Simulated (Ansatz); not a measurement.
A run of Ansatz 0.2.0 is set up as follows.

Contents of input.yaml:

```yaml
crystal:
  lattice:
    - [1.21846369, -3.9763780104, 0.0]
    - [1.21846369, 3.9763780104, 0.0]
    - [0.0, 0.0, 2.4754955235]
  atoms:
    - { symbol: Cu, position: [0.86613335, 0.13386665, 0.75] }
    - { symbol: Cu, position: [0.13386665, 0.86613335, 0.25] }
hamiltonian:
  xc: pbesol
  pseudopotentials: { kind: paw }
kpoints:
  mp_grid: { grid: [11, 11, 11] }
scf:
  occupations: { method: fermi_dirac, width: 0.05 }
output:
  forces: true
  stress: true
  eigenvalues: true
relax:
  f_tol: 0.01
  max_steps: 40
  cell: { stress_tol: 0.05, p_target: 10.0 }
```

Potentials or basis: Ansatz PAW.

The run is started by

```console
$ ansatz run input.yaml --threads 2 --pin off --max-ram 5632MiB --backend cpu --events-out ev --progress --plain --runs-dir out
```

Problem. What does it give for the band gap on the k mesh?

Solution. None (metal or under the smearing width).

Problem. What does it give for the relaxed cell?

Solution. a = 4.058 Å, b = 4.058 Å, c = 2.429 Å, α = 90.00°, β = 90.00°, γ = 145.91°.

Problem. What does it give for the relaxed volume?

Solution. 11.21 Å³/atom.

Problem. What does it give for the space group after relaxing (to 0.05 Å)?

Solution. Cmcm (No. 63).

Step by step:
```
step  energy change (eV)  largest force (eV/Å)  volume (Å³)
   1              0.0000                0.0046        23.99
   2              0.0069                0.0114        23.09
   3              0.0425                0.0006        22.32
   4              0.0365                0.0001        22.41
   5              0.0379                0.0003        22.41
   6              0.0376                0.0002        22.42
   7              0.0376                0.0002        22.42
```

Caveat: the plane-wave basis is chosen anew once the cell has moved, so the energies of steps on either side of that aren't comparable; the PAW data sets come from PBE, with cores solved anew for the run's functional, which leaves a small shift of forces and pressure.
